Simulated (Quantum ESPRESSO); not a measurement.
P:

```
P
1.0
     1.64774   -5.46504    0.00000
     1.64774    5.46504    0.00000
     0.00000    0.00000    4.54364
P
4
Direct
  0.90414 0.09586 0.58882
  0.09586 0.90414 0.41118
  0.59586 0.40414 0.08882
  0.40414 0.59586 0.91118
```

Base run:

* Program: Quantum ESPRESSO 7.5
* Functional: PBEsol
* Potentials or basis: GBRV 1.5 PBEsol
* Cutoff: 612 eV
* Density cutoff: 4898 eV
* k mesh: 8 × 8 × 6
* Occupations: fermi-dirac, width 0.05 eV
* Spin: no spin polarisation

Its results: band gap on the k mesh 0.01 eV, direct; pressure -0.6 GPa; largest force 0.296 eV/Å.

Question: The run is repeated on the same cell with these changes: functional from PBEsol to LDA; potentials or basis from GBRV 1.5 PBEsol to GBRV 1.5 LDA. What comes out?

Answer: Band gap on the k mesh 0.02 eV, direct; pressure -2.1 GPa; largest force 0.207 eV/Å.

Caveats: some levels on the path didn't converge (some runs).
